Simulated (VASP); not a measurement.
Wanted: the native input for a VASP 6.6.1 run.

```yaml
Task: band structure
Functional: TB-mBJ
Potentials_or_basis: VASP PAW PBE potentials, release 64 (Ga_d, As)
Cutoff: 520 eV
k_mesh: 10 × 10 × 10
Occupations: gaussian, width 0.03 eV
Spin: spin-orbit coupling, no magnetisation
Further_INCAR_settings: ALGO = Normal; EDIFF = 1e-06
```

Crystal: GaAs.

```xyz
2
Lattice="0.0000 2.8314 2.8314 2.8314 0.0000 2.8314 2.8314 2.8314 0.0000" Properties=species:S:1:pos:R:3 pbc="T T T"
Ga    0.0000    0.0000    0.0000
As    1.4157    1.4157    1.4157
```

One way to write it, as run:

POSCAR

```
GaAs                                    
1.0
    0.0000000000      2.8313993248      2.8313993248
    2.8313993248      0.0000000000      2.8313993248
    2.8313993248      2.8313993248      0.0000000000
  Ga              As            
     1     1
Direct
     0.0000000000000000    0.0000000000000000    0.0000000000000000
     0.2500000000000000    0.2500000000000000    0.2500000000000000
```

INCAR.step1

```
PREC = Accurate
ENCUT = 520
EDIFF = 1E-5
ISMEAR = 0
SIGMA = 0.03
LREAL = False
LASPH = True
NELM = 80
ALGO = Normal
ISIF = 2
LWAVE = True
LCHARG = False
MAGMOM = 0 0 0 0 0 0
LORBIT = 11
LSORBIT = True
GGA_COMPAT = False
KPAR = 4
GGA = PE
```

INCAR.step2

```
PREC = Accurate
ENCUT = 520
EDIFF = 1E-6
ISMEAR = 0
SIGMA = 0.03
LREAL = False
LASPH = True
NELM = 80
ALGO = Normal
ISIF = 2
LWAVE = False
LCHARG = False
MAGMOM = 0 0 0 0 0 0
LORBIT = 11
LSORBIT = True
GGA_COMPAT = False
METAGGA = MBJ
KPAR = 4
ISTART = 1
```

KPOINTS

```
regular mesh
0
Gamma
  10 10 10
```

KPOINTS_OPT

```
explicit points
202
Reciprocal
 0.0000000000  0.0000000000  0.0000000000 1
 0.0555555556  0.0000000000  0.0555555556 1
 0.1111111111  0.0000000000  0.1111111111 1
 0.1666666667  0.0000000000  0.1666666667 1
 0.2222222222  0.0000000000  0.2222222222 1
 0.2777777778  0.0000000000  0.2777777778 1
[... 194 lines left out ...]
 0.5111346300  0.0222692700  0.5111346300 1
 0.4888653700 -0.0222692700  0.4888653700 1
```

Potentials or basis: VASP PAW PBE potentials, release 64 (Ga_d, As).

Command:

```console
$ cat potpaw_PBE.64/Ga_d/POTCAR potpaw_PBE.64/As/POTCAR > POTCAR
$ cp INCAR.step1 INCAR
$ mpirun -np 4 vasp_ncl > vasp.out
$ cp INCAR.step2 INCAR
$ mpirun -np 4 vasp_ncl > vasp.out
```

It gave:

```json
{
  "Valence electrons inside the program's atomic spheres": "Ga 11.43; As 2.95"
}
```

It took 3.7 min on 4 MPI ranks on Intel(R) Xeon(R) 6975P-C (Granite Rapids), on a shared host, peak memory 0.46 GiB a rank.
